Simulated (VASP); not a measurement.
A run of VASP 6.6.1:

The input INCAR:

```
SYSTEM = RuS
  PREC = Accurate
  ENCUT = 520
  EDIFF = 1E-6
  ISMEAR = 0
  SIGMA = 0.05
  LREAL = .False.
  LASPH = .True.
  NELM = 80
  ALGO = Normal
  ISIF = 2
  LWAVE = .False.
  LCHARG = .False.
  ISPIN = 2
  MAGMOM = 1 0
  LORBIT = 11
  LMAXMIX = 4
  LDAU = .True.
  LDAUTYPE = 2
  LDAUL = 2 -1
  LDAUU = 7 0
  LDAUJ = 0 0
  LDAUPRINT = 1
  METAGGA = R2SCAN
  LMIXTAU = .True.
  NBANDS = 21
```

File KPOINTS:

```
Automatic mesh
0
Gamma
  6 6 6
  0 0 0
```

The input POSCAR:

```
RuS
1.0
    0.0000000000      2.5467554600      2.5467554600
    2.5467554600      0.0000000000      2.5467554600
    2.5467554600      2.5467554600      0.0000000000
Ru S
1 1
Direct
    0.5000000000      0.5000000000      0.5000000000
    0.0000000000      0.0000000000      0.0000000000
```

Potentials or basis: VASP PAW PBE potentials, release 64 (Ru_pv, S).

Run with:

```sh
$ cat potpaw_PBE.64/Ru_pv/POTCAR potpaw_PBE.64/S/POTCAR > POTCAR
$ mpirun -np 1 vasp_std > vasp.out
```

Hardware: 1 thread of Intel(R) Xeon(R) Platinum 8375C CPU @ 2.90GHz (Ice Lake) (shared host).

Question: Estimate the wall time of this run.

Answer: Run time: 110 s on 1 thread of Intel(R) Xeon(R) Platinum 8375C CPU @ 2.90GHz (Ice Lake), with other jobs on the host, peak memory 0.19 GiB. Counts: scf iterations 23, k points 16.
